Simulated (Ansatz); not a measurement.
Below is a relaxed structure of LiH. The cell was found from a structure generator's guess, not taken from experiment.

Method: DFT PBE, scalar-relativistic, plane waves, PAW (Ansatz). Cutoff 420 eV, Γ-centred mesh, Gaussian smearing, no spin polarisation.

```cif
data_structure
_symmetry_space_group_name_H-M 'P 1'
_symmetry_Int_Tables_number 1
_cell_length_a 2.7801
_cell_length_b 2.7801
_cell_length_c 4.8852
_cell_angle_alpha 90.000
_cell_angle_beta 90.000
_cell_angle_gamma 120.000
_cell_volume 32.70
loop_
_atom_site_label
_atom_site_type_symbol
_atom_site_fract_x
_atom_site_fract_y
_atom_site_fract_z
_atom_site_occupancy
Li1 Li 0.00000 0.00000 0.00000 1
Li2 Li 0.00000 0.00000 0.50000 1
H1 H 0.66667 0.33333 0.25000 1
H2 H 0.33333 0.66667 0.75000 1
```

Energies over the elements count from the elements' standard structures at the same level (H₂ as a molecule), with no fitted energy shifts.

Q: What space group does it have?

A: P6_3/mmc (No. 194), the nickel arsenide type. Conventional cell: a = 2.780 Å, c = 4.885 Å. Li is surrounded by 6 H at 2.02 Å; H is surrounded by 6 Li at 2.02 Å.

Q: How far does it lie from the elements in energy?

A: −0.364 eV/atom. A negative formation energy is needed for stability but isn't enough: competing phases decide.

Q: Is it a metal?

A: No, the gap on the 12×12×6 mesh is 4.35 eV.

The last run used a 12×12×6 mesh (in the run's order of axes) for its 4-atom cell and Gaussian smearing of 0.02 eV. Kohn–Sham gaps at this level usually fall short of measured ones. With hydrogen, zero-point motion can shift formation energies by some tens of meV/atom. This cell was reached by moving the atoms of another relaxed cell at random and relaxing again, last within the group found; it had no such test of its own.
